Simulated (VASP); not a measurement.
Runs of VASP 6.6.1 on C. It takes space group Fd-3m (No. 227, cubic). Conventional cell: a = 3.567 Å, b = 3.567 Å, c = 3.567 Å, α = 90.00°, β = 90.00°, γ = 90.00°. Around C (site symmetry -43m) lie 4 C at 1.54 Å. This isn't the form of C at room conditions, which is graphite.

```tsv
level	potentials or basis	k mesh	grid for exact exchange (PRECFOCK)	screening parameter	gap on the mesh (eV)	pressure (GPa)
HSE06	VASP PAW PBE potentials, release 64 (C)	8 × 8 × 8	Fast	0.2 1/A	5.30	-7.4
PBE	VASP PAW PBE potentials, release 64 (C)	11 × 11 × 11	-	-	4.13	2.5
LDA	VASP PAW LDA potentials, release 64 (C)	11 × 11 × 11	-	-	(c)	-11.6
PBEsol	VASP PAW PBE potentials, release 64 (C)	11 × 11 × 11	-	-	4.00	(b)
r2SCAN	VASP PAW PBE potentials, release 64 (C)	11 × 11 × 11	-	-	(a)	-1.3
```

Alike in all rows: task single point; no spin polarisation; cell as given; cutoff (eV) 520; smearing fermi-dirac 0.02 eV.

Question: Estimate the missing entries.

Answer: (a) 4.32; (b) -3.8; (c) 4.10.

Caveats: an odd mesh through Γ misses points on the zone boundary, where band edges often lie (some runs); the PAW data sets were made with another functional, which shifts forces and pressure a little (some runs).

Not every run made on this cell is shown here.
